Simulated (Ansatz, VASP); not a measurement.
# Two plane-wave programs on Cs

```
CELL_PARAMETERS angstrom
-2.94382 2.94382 2.94382
2.94382 -2.94382 2.94382
2.94382 2.94382 -2.94382
ATOMIC_POSITIONS crystal
Cs 0.00000 0.00000 0.00000
```

Alike in both runs: task single point; functional PBEsol; k mesh 10 × 10 × 10; occupations gaussian, width 0.1 eV; no spin polarisation.

|  | VASP | Ansatz |
| --- | --- | --- |
| version | VASP 6.6.1 | Ansatz 0.2.0 |
| potentials or method | VASP PAW PBE potentials, release 64 (Cs_sv) | scalar-relativistic, plane waves, PAW |
| plane-wave cutoff (eV) | 520 | 420 |
| valence electrons in the cell | 9 | 9 |

|  | VASP | Ansatz | Ansatz less VASP |
| --- | --- | --- | --- |
| gap on the k mesh at the Fermi level (eV) | none | none | - |
| pressure (GPa) | 0.1 | 0.1 | +0.02 |

A gap of «none» marks a metal or a gap that the smearing closes. The functional is the same, so the differences come from potentials, cutoffs and numerics.

Caveats: the PAW data sets were made with another functional, which shifts forces and pressure a little (VASP). The runs have no spin-orbit coupling, so splittings on Cs are missing.
